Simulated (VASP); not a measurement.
VASP inputs for BeTe (strained zincblende)

INCAR

```
LWAVE = .FALSE.
LREAL = .FALSE.
GGA = PE
PREC = Accurate
ISMEAR = -1
NELM = 120
NSW = 0
ENCUT = 520
ISIF = 2
LASPH = .TRUE.
EDIFF = 1E-7
LCHARG = .FALSE.
SIGMA = 0.02
NBANDS = 11
IBRION = -1
```

KPOINTS

```
KPOINTS created by Atomic Simulation Environment
0
Gamma
8 8 8
0 0 0
```

KPOINTS_OPT

```
special points
6
Reciprocal
0.0000000000 0.0000000000 0.0000000000 1
-0.5000000000 -0.5000000000 0.0000000000 1
-0.3750000000 -0.3750000000 0.2500000000 1
-0.3750000000 0.0000000000 0.3750000000 1
0.0000000000 0.0000000000 0.5000000000 1
-0.5000000000 -0.2500000000 0.2500000000 1
```

POSCAR

```
Be Te
 1.0000000000000000
     0.0000000000000000    2.9134823310000000    2.7623335121000001
     2.9134823310000000    0.0000000000000000    2.7623335121000001
     2.9134823310000000    2.9134823310000000    0.0000000000000000
 Be  Te
   1   1
Cartesian
  0.0000000000000000  0.0000000000000000  0.0000000000000000
  1.4567411655000002  1.4567411655000002  1.3811667560500001
```

VASP ran with the recommended PBE PAW datasets (8 valence electrons in the cell).

Task: What does this run give?

Result: gap between bands v and c 1.71 eV; least direct gap 3.29 eV; pressure -1.6 GPa.

Band v is the last that the valence electrons fill when counted band by band, and c is the next. Levels in eV from the top of v:

```json
{"point": "Γ", "v−1": "-0.25", "v": "0.00", "c": "3.29", "c+1": "3.43"}
{"point": "X", "v−1": "-2.85", "v": "-2.85", "c": "1.71", "c+1": "2.28"}
{"point": "K", "v−1": "-3.77", "v": "-2.12", "c": "2.75", "c+1": "5.27"}
{"point": "L", "v−1": "-1.42", "v": "-1.01", "c": "2.71", "c+1": "4.29"}
{"point": "W", "v−1": "-3.58", "v": "-3.12", "c": "4.75", "c+1": "5.14"}
```
